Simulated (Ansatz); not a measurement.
Starting cell, CaF$_{2}$ (fluorite):

```yaml
crystal:
  lattice:
    - [0.00000, 2.71957, 2.71957]
    - [2.71957, 0.00000, 2.71957]
    - [2.71957, 2.71957, 0.00000]
  atoms:
    - { symbol: Ca, position: [0.00000, 0.00000, 0.00000] }
    - { symbol: F, position: [0.25000, 0.25000, 0.25000] }
    - { symbol: F, position: [0.75000, 0.75000, 0.75000] }
```

In each cell atom 3 (F, nearest neighbour Ca at 2.355 Å; its periodic images, 3.8 Å or more away, move with it) moves by s·(0.577, 0.577, 0.577) (along Cartesian [111]), the rest being held.

These are r2SCAN (plane waves to 500 eV, PAW, scalar-relativistic; Ansatz, a first-principles code) values and carry that method's errors. k mesh 9×9×9 (Γ-centred), Fermi-Dirac smearing 0.05 eV. The energy includes the smearing's −TS. CaF2 was relaxed with its symmetry unable to fall. ΔE is measured from the undisplaced structure.

| s (Å) | ΔE (meV/cell) |
|---|---|
| -0.240 | withheld |
| -0.192 | 78.5 |
| -0.144 | 45.8 |
| -0.096 | 21.2 |
| -0.048 | 5.5 |
| 0.000 | 0.0 |
| 0.048 | 6.0 |
| 0.096 | 25.1 |
| 0.144 | 59.3 |
| 0.192 | 110.9 |
| 0.240 | 182.6 |

Problem. Fit a polynomial form (powers 2, 3, 4) to the given rows and predict ΔE at s = -0.240.

Solution. Least squares on the 10 given rows: ΔE = (2483)·s² + (2289)·s³ + (2370)·s⁴, in meV/cell with s in Å; root-mean-square residual 0.07 meV/cell. At -0.240 the fit gives 119.2 meV/cell; the calculation gives 118.2 meV/cell, so the extrapolation is off by 1.0 (+0.8 %). The quadratic term alone would give 143.0 meV/cell.

(For displaced atoms, the force is minus the slope of the energy, and its curvature is a force constant, which sets phonon frequencies.)
